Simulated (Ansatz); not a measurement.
## Two-dimensional strain map in Rh

Computed with DFT PBE, scalar-relativistic, plane waves, PAW (Ansatz). Cutoff 420 eV, Γ-centred 22×22×22 k-points, cold smearing of 0.02 eV. No spin polarisation. Energies are free energies at this smearing, counted from the undisturbed cell; pressure is positive in compression.

The undisturbed cell (as given, not relaxed at this level; it stands at 5.7 GPa):

```
Rh
1.0
     0.00000    1.90155    1.90155
     1.90155    0.00000    1.90155
     1.90155    1.90155    0.00000
Rh
1
Direct
  0.00000 0.00000 0.00000
```

The cell is strained by p along both x and y and by q along z, fractional coordinates fixed. Points are written (p, q).

Energy above the undisturbed cell in meV/atom (a dash: not computed):

```
 p \ q  -0.050  -0.025  0.000  0.025  0.050
-0.050   409.4   293.1  213.2  165.1  143.7
-0.025   194.0   112.2   62.0   39.2   40.1
 0.000    77.6    24.6    0.0   -1.0   18.4
 0.025    39.0    11.0    7.5   25.2   60.3
 0.050    61.2    54.7   69.3  102.1  150.6
```

Pressure in GPa:

```csv
p \ q,-0.050,-0.025,0.000,0.025,0.050
-0.050,70.3,56.2,44.2,33.9,25.2
-0.025,43.5,32.0,22.3,14.0,7.1
0.000,22.8,13.5,5.7,-0.9,-6.3
0.025,7.0,-0.5,-6.7,-11.9,-16.2
0.050,-4.9,-10.9,-15.9,-20.0,-23.3
```

Cost: 25 runs of about 3.2 core-minutes in all, on Arm Neoverse V1 (shared hosts).